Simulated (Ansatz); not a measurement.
# Zone-centre phonons of HgTe: input and output

Level of theory: Ansatz 0.2.0, DFT PBE, scalar-relativistic, plane waves, PAW.

Launched with:
```bash
ansatz run input.yaml --threads 1 --pin off --max-ram 3072MiB --backend cpu --events-out ev --progress --plain --runs-dir out
```

Input (bare energies are in eV):
```yaml
crystal:
  lattice:
    - [0.0, 3.3264647587, 3.3264647587]
    - [3.3264647587, 0.0, 3.3264647587]
    - [3.3264647587, 3.3264647587, 0.0]
  atoms:
    - { symbol: Hg, position: [0.0, 0.0, 0.0] }
    - { symbol: Te, position: [0.75, 0.75, 0.75] }
basis:
  ecutwfc: 420
kpoints:
  mp_grid: { grid: [12, 12, 12] }
hamiltonian:
  xc: pbe
scf:
  occupations: { method: fermi_dirac, width: 0.15 }
output:
  eigenvalues: true
phonons:
  method: dfpt
  eigenvectors: true
```

Results section of the output:
```
--- Phonons (Γ-DFPT): 2 representative perturbations + reference, on 163 of 1728 k-points (Σ response iterations 6) ---
  k mesh reduced under 8 symmetry operations, with k and −k counted as one. Each operation leaves every solved displacement unchanged or reverses it
  ASR residual: 9.058e-5 → 0.000e0 eV/Å²; symmetrization residual: 4.113e-5 eV/Å²
  ASR residual per site (eV/Å²): 3.15e-5 9.06e-5
  Γ frequencies (cm⁻¹): 0.00 0.00 0.00 96.27 96.27 96.27
  non-analytic LO–TO correction: not included (Born effective charges unavailable; polar crystals: no LO–TO splitting at Γ)
```

It took 58 s on 1 thread of Intel(R) Xeon(R) Platinum 8488C (Sapphire Rapids), on a shared host, peak memory 1 GiB.

Without a gap, frequencies and elastic constants depend on the k mesh and the smearing, soft modes and shear constants most. Spin–orbit coupling is left out, which can shift energies with elements as heavy as these.

The bands only touch here, so at this level the crystal is a zero-gap semiconductor or semimetal, not an ordinary metal; spin–orbit coupling, left out, moves these levels but leaves zinc-blende mercury chalcogenides without a gap.